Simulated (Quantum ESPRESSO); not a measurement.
Os:

```xyz
2
Lattice="2.7341 0.0000 0.0000 -1.3671 2.3678 0.0000 0.0000 0.0000 4.3197" Properties=species:S:1:pos:R:3 pbc="T T T"
Os    1.3671    0.7893    3.2398
Os    0.0000    1.5785    1.0799
```

Base run:

- Program: Quantum ESPRESSO 7.5
- Functional: LDA
- Potentials or basis: SG15 PBE 1.2
- Cutoff: 952 eV
- Density cutoff: 3810 eV
- k mesh: 11 × 11 × 6
- Occupations: fermi-dirac, width 0.05 eV
- Spin: no spin polarisation

Its results: band gap on the k mesh none (metal or under the smearing width); pressure -5.8 GPa.

**Question.** The run is repeated on the same cell with these changes: functional from LDA to PBEsol. What comes out?

**Answer.** Band gap on the k mesh none (metal or under the smearing width); pressure -2.0 GPa.

PBEsol binds less tightly than LDA, so the same cell stands under more pressure.

Caveats: the potentials were made for another functional, which shifts forces and pressure; spin-orbit coupling is left out, which moves the levels of the heavy elements.
